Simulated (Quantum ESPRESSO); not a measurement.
Runs of Quantum ESPRESSO 7.5 on CoSi. It takes space group P2_13 (No. 198, cubic). The conventional cell has a = 4.438 Å, b = 4.438 Å, c = 4.438 Å, α = 90.00°, β = 90.00°, γ = 90.00°. Co (site symmetry 3) is surrounded by 7 Si at 2.28 to 2.47 Å. Si (site symmetry 3) has 7 Co at 2.28 to 2.47 Å as nearest neighbours. 

| level | potentials or basis | k mesh | cutoff (eV) | form of the LDA correlation | mesh quality | V0 of scaled cells (Å³/atom) | B0 (GPa) |
| --- | --- | --- | --- | --- | --- | --- | --- |
| RPBE+D3 | PseudoDojo 0.4.1 SR PBE standard | 3 × 3 × 3 | 1306 | - | coarse | 10.66 | 233 |
| PBE+D2 | PseudoDojo 0.4.1 SR PBE standard | 3 × 3 × 3 | 1306 | - | coarse | 10.52 | 236 |
| SOGGA | PseudoDojo 0.4.1 SR PBE standard | 3 × 3 × 3 | 1306 | - | coarse | 10.53 | (a) |
| PBE | PseudoDojo 0.4.1 SR PBE standard | 3 × 3 × 3 | 1306 | - | coarse | 10.92 | (b) |
| LDA | GBRV 1.5 LDA | 5 × 5 × 5 | 762 | PZ81 | not flagged | 10.33 | (c) |

Alike in all rows: task equation of state; spin collinear, ferromagnetic start; cell as given; smearing fermi-dirac 0.05 eV.

Estimate the missing entries.

(a) 251; (b) 223; (c) 259.

Caveats: some runs use coarse meshes; the cell was scaled at fixed shape and fractional positions, which overstates the stiffness of a crystal with free parameters, most of all of layers and chains; the potentials were made for another functional, which shifts forces and pressure (some runs); SOGGA exchange is joined with the correlation of PBE here (some runs).

Not every run made on this cell is shown here.
